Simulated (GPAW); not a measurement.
# GaN (P6_3mc) in GPAW: single point with LDA

Aim: the single point of GaN with LDA.

Program: GPAW 26.7.0. These are calculated values, not measurements. Logs are shortened: lines on timing, memory, paths and dates and some standing lists are left out, and cuts for length are marked. The log counts tension as positive stress, the text compression.

**Experimental background.**

“Studying electronic properties in GaN without electrical contacts using γ-γ vs e−-γ Perturbed Angular Correlations”, 2019, pmc:6823545 quotes, for a bulk crystal of GaN: band gap 3.503 ± 0.005 eV (direct).

The results are compared with them further down.

## Step 1: Starting point

It takes space group P6_3mc (No. 186, hexagonal). The conventional cell has a = 3.180 Å, b = 3.180 Å, c = 5.166 Å, α = 90.00°, β = 90.00°, γ = 120.00°. Around Ga (site symmetry 3m) lie 4 N at 1.94 to 1.95 Å. Around N (site symmetry 3m) lie 4 Ga at 1.94 to 1.95 Å.

## Step 2: Single point, LDA

run.py reads:

```python
from ase import Atoms
from ase.dft.bandgap import bandgap
from ase.io import write
from ase.units import GPa
from gpaw import GPAW, PW

atoms = Atoms(['Ga', 'Ga', 'N', 'N'],
              cell=[[3.18, 0.0, 0.0],
                    [-1.59, 2.753960784, 0.0],
                    [0.0, 0.0, 5.166]],
              scaled_positions=[[0.6666666667, 0.3333333333, 0.5],
                                [0.3333333333, 0.6666666667, 0.0],
                                [0.6666666667, 0.3333333333, 0.875],
                                [0.3333333333, 0.6666666667, 0.375]],
              pbc=True)

calc = GPAW(mode=PW(600),
            xc='LDA',
            kpts={'size': (8, 8, 4), 'gamma': True},
            occupations={'name': 'fermi-dirac', 'width': 0.05},
            nbands=18,
            convergence={'density': 1e-05, 'energy': 1e-05},
            maxiter=80,
            txt='gpaw.txt')
atoms.calc = calc
energy = atoms.get_potential_energy()
forces = atoms.get_forces()
stress = atoms.get_stress()
calc.write('gs.gpw')
write('result.traj', atoms)
print(f'Energy: {energy:.6f} eV')
print('Forces (eV/A):')
print(forces.round(4))
print('Stress (GPa):', (stress / GPa).round(3))
print('Fermi level:', round(calc.get_fermi_level(), 4), 'eV')
print(f'Gap: {bandgap(calc)[0]:.4f} eV, direct: {bandgap(calc, direct=True)[0]:.4f} eV')
```

Potentials or basis: the program's PAW data sets (release 1.2.1) made for this functional, pw.

Run with:

```bash
$ OMP_NUM_THREADS=1 python run.py
```

gpaw.txt:

```text
__  _  _
 | _ |_)|_||  |
 |__||  | ||/\| - 26.7.0

Input parameters:
  mode=PW(ecut=600.0),
  convergence={'density': 1e-05, 'energy': 1e-05},
  kpts=MonkhorstPack(size=(8, 8, 4), gamma=True),
  maxiter=80,
  nbands=18,
  occupations=Occupations(name='fermi-dirac', width=0.05),
  xc=XC(name='LDA')

Diagonalizing LCAO Hamiltonian
Converting LCAO to pw mode

           N

           Ga
        N

        Ga

Atoms  # Å, Bohr magnetons
|   | symbol |         x |        y |        z |    initial magnetic moments |
|---|--------|-----------|----------|----------|-----------------------------|
| 0 |     Ga |  1.590000 | 0.917987 | 2.583000 | ( 0.0000,  0.0000,  0.0000) |
| 1 |     Ga | -0.000000 | 1.835974 | 0.000000 | ( 0.0000,  0.0000,  0.0000) |
| 2 |      N |  1.590000 | 0.917987 | 4.520250 | ( 0.0000,  0.0000,  0.0000) |
| 3 |      N | -0.000000 | 1.835974 | 1.937250 | ( 0.0000,  0.0000,  0.0000) |

Unit cell  # Å
| periodic |         x |        y |        z |  lengths |     angles |
|----------|-----------|----------|----------|----------|------------|
|      yes |  3.180000 | 0.000000 | 0.000000 | 3.180000 |  90.000000 |
|      yes | -1.590000 | 2.753961 | 0.000000 | 3.180000 |  90.000000 |
|      yes |  0.000000 | 0.000000 | 5.166000 | 5.166000 | 120.000000 |

Number of symmetries: 6
Symmetry operations  # r_c * U_cc + t_c -> r_c
|   | kind |            matrix            |
|---|------|------------------------------|
| 0 |  σ   |  1, 1, 0,  0,-1, 0,  0, 0, 1 |
| 1 |  E   |  1, 0, 0,  0, 1, 0,  0, 0, 1 |
| 2 |  C3  |  0, 1, 0, -1,-1, 0,  0, 0, 1 |
| 3 |  σ   |  0,-1, 0, -1, 0, 0,  0, 0, 1 |
| 4 |  σ   | -1, 0, 0,  1, 1, 0,  0, 0, 1 |
| 5 |  C3  | -1,-1, 0,  1, 0, 0,  0, 0, 1 |

BZ-sampling:
  Number of BZ points: 256
  Number of IBZ points: 35

  Monkhorst-Pack size: [8, 8, 4]
  Monkhorst-Pack shift: [0.0625, 0.0625, 0.125]

K-points  # in reciprocal-cell coordinates
|     |                                coordinates |     weight |
|-----|--------------------------------------------|------------|
|   0 | (  0.00000000,   0.00000000,   0.00000000) | 0.00390625 |
|   1 | (  0.00000000,   0.00000000,   0.25000000) | 0.00781250 |
|   2 | (  0.00000000,   0.00000000,   0.50000000) | 0.00390625 |
|   3 | (  0.12500000,   0.00000000,  -0.25000000) | 0.02343750 |
|   4 | (  0.12500000,   0.00000000,   0.00000000) | 0.02343750 |
|   5 | (  0.12500000,   0.00000000,   0.25000000) | 0.02343750 |
|   6 | (  0.12500000,   0.00000000,   0.50000000) | 0.02343750 |
|   7 | (  0.25000000,  -0.12500000,   0.00000000) | 0.02343750 |
|   8 | (  0.25000000,  -0.12500000,   0.25000000) | 0.04687500 |
|   9 | (  0.25000000,  -0.12500000,   0.50000000) | 0.02343750 |
| ... |                                            |            |
|  34 | (  0.50000000,   0.50000000,   0.50000000) | 0.01171875 |

Plane wave coefficients: 1532
Cutoff: 600.0 eV

Spin-components: 1 (collinear spins)
Bands:           18
Projectors:      20
Spin-degeneracy: 2
Datatype:        complex128

Density:
  Valence electrons: 16.0
  Components: 1
  Grid points: [18 18 30]
  Charge: 0.0  # |e|

Potential:
  Grid points: [18 18 30]

species:
  Ga:
    name:    Gallium
    Z:       31.0
    valence: 3
    core:    28
    charge:  0.0  # [|e|]
    compensation charges:
      type: gauss
      rc: 0.37  # [Å]
      lmax: 2
    cutoffs:
      filter: 2.06  # [Å]
      core: 4.17  # [Å]
    projectors
    | kind |    occ | energy [eV] | rcut [Å] |
    |------|--------|-------------|----------|
    |   4s |  2.000 |      -9.167 |    1.164 |
    |   4p |  1.000 |      -2.734 |    1.164 |
    |    s |        |      18.045 |    1.164 |
    |    p |        |      24.478 |    1.164 |
    |    d |        |       0.000 |    1.164 |

    Using partial waves for Ga as LCAO basis

  N:
    name:    Nitrogen
    Z:       7.0
    valence: 5
    core:    2
    charge:  0.0  # [|e|]
    compensation charges:
      type: gauss
      rc: 0.18  # [Å]
      lmax: 2
    cutoffs:
      filter: 1.11  # [Å]
      core: 0.96  # [Å]
    projectors
    | kind |    occ | energy [eV] | rcut [Å] |
    |------|--------|-------------|----------|
    |   2s |  2.000 |     -18.420 |    0.603 |
    |   2p |  3.000 |      -7.237 |    0.529 |
    |    s |        |       8.791 |    0.603 |
    |    p |        |      19.974 |    0.529 |
    |    d |        |       0.000 |    0.577 |

    Using partial waves for N as LCAO basis

Reference energy: -108557.861093  # eV

eigensolver:
  PPCG
  Converge bands: occupied
  niter=2

density mixing:
  MSR1-Mixer
  Pratt-step length: 0.05
  Maximum mixing coefficient: 0.75
  Old densities: 10
  SVD Regularization: 0.005
  Good broyden scale: 1.0
  Trust region scale: 1.0
  Backstep threshold: 4.0
  History deletion threshold: 6.0
  Fourier metric: weight=20.0, sigma=0.015

occupation numbers:
  Fermi-Dirac:
    width: 0.0500  # eV

poisson solver:
  ecut: 4800.0  # eV

xc functional:
  name: None

convergence criteria:
- Maximum integral of absolute [dens]ity change: 1e-05 electrons / valence electron
- Maximum [total energy] change in last 3 cyles: 1e-05 eV / valence electron
- Maximum integral of absolute [eigenst]ate change: 4e-08 eV^2 / valence electron
maximum number of iterations: 80

SCF iterations
|iter     | |      energy | eigst |  dens |
|---------|-|-------------|-------|-------|
|iter:   1| |  -30.938980 | -0.30 |       |
|iter:   2| |  -30.014329 | -1.89 | -0.58 |
|iter:   3| |  -27.469815 | -0.58 | -0.63 |
|iter:   4| |  -27.441017 | -2.93 | -1.31 |
|iter:   5| |  -27.431344 | -3.42 | -1.59 |
|iter:   6| |  -27.431325 | -5.53 | -2.85 |
|iter:   7| |  -27.431330c| -6.41 | -3.24 |
|iter:   8| |  -27.431330c| -7.65c| -4.23 |
|iter:   9| |  -27.431330c| -7.70c| -4.63 |
|iter:  10| |  -27.431330c| -8.33c| -5.10c|

Converged in 10 steps
Energy contributions relative to reference atoms: (reference = -108557.861093)

Energy contributions:
  Kinetic:          68.021002
  Coulomb:         -59.448122
  Zero:              0.108171
  External:          0.000000
  Xc:              -36.112380
  Entropy:          -0.000000
  Spinorbit:         0.000000
  ----------------------------
  Free energy:     -27.431330
  Extrapolated:    -27.431330

dipole moment: (-0.000024, -0.000040, -11.624108)  # |e|*Ang

Fermi level: 7.193
Eigenvalues  # (at kpt = [0.000, 0.000, 0.000])
| band index |      eig [eV] | occ [0-2] |
|------------|---------------|-----------|
|          0 |        -9.701 |     2.000 |
|          1 |        -7.238 |     2.000 |
|          2 |        -0.984 |     2.000 |
|          3 |         5.127 |     2.000 |
|          4 |         5.127 |     2.000 |
|          5 |         6.133 |     2.000 |
[... 8 lines left out ...]
|         14 |        17.888 |     0.000 |
|         15 |        17.888 |     0.000 |
|        ... |               |           |
|         17 |        21.436 |     0.000 |

Gap: 2.082 eV
Transition (v -> c):
  (s=0, k=0, n=7, [0.00, 0.00, 0.00]) -> (s=0, k=0, n=8, [0.00, 0.00, 0.00])
No difference between direct/indirect transitions

Forces  # eV/Ang
|        x |       y |        z |
|----------|---------|----------|
|  0.00000 | 0.00000 | -0.16924 |  # Ga   0
| -0.00000 | 0.00000 | -0.16921 |  # Ga   1
|  0.00000 | 0.00000 |  0.16610 |  # N    2
|  0.00000 | 0.00000 |  0.16598 |  # N    3

Stress tensor  # eV/Ang^3
|        x |        y |        z |
|----------|----------|----------|
| 0.021249 | 0.000000 | 0.000000 |
| 0.000000 | 0.021249 | 0.000000 |
| 0.000000 | 0.000000 | 0.007323 |

# Writing to gs.gpw (mode='')
```

Wall time 14 s (1 thread of Arm Neoverse V2, shared host); peak memory 0.16 GiB.

What came out:

| Item | Value |
| --- | --- |
| Free energy | -27.4313 eV |
| Pressure | -2.7 GPa |
| Largest force | 0.169 eV/Å |
| Band gap on the k mesh | 2.08 eV, direct |

Forces in eV/Å, atoms in the order of the input:
```
Ga   0.000  0.000 -0.169
Ga   0.000  0.000 -0.169
N    0.000  0.000  0.166
N    0.000  0.000  0.166
```

Stress tensor (GPa, compression positive):
```
-3.40  0.00  0.00
 0.00 -3.40  0.00
 0.00  0.00 -1.17
```

Levels at points of the mesh, in eV from the valence-band top:
```
           k point  band 4  band 5  band 6  band 7  band 8  band 9  band 10  band 11  band 12  band 13
(0.00, 0.00, 0.00)   -1.08   -1.08   -0.07    0.00    0.00    2.08     4.30     9.23     9.82     9.82
(0.00, 0.00, 0.50)   -4.00   -0.56   -0.56   -0.56   -0.56    4.34     4.34     8.49     8.49    10.35
(0.50, 0.50, 0.00)   -5.36   -4.31   -2.77   -2.33   -1.00    4.99     5.63     6.04     8.68    10.30
(0.50, 0.50, 0.50)   -6.75   -1.97   -1.97   -1.94   -1.94    4.38     4.38     7.79     7.79     9.99
```

Caveat: the cutoff is short for stress and forces, so pressures can be off by a GPa or more.

## Step 3: Against experiment

Step 2. Measured gap of GaN: 3.503 eV (direct; quoted in “Studying electronic properties in GaN without electrical contacts using γ-γ vs e−-γ Perturbed Angular Correlations”, 2019, pmc:6823545). This calculation gives 2.08 eV (-1.42 eV). Spin-orbit coupling on Ga is left out. The value is that of LDA, without temperature or zero-point motion. Semilocal functionals fall short of measured gaps as a rule.
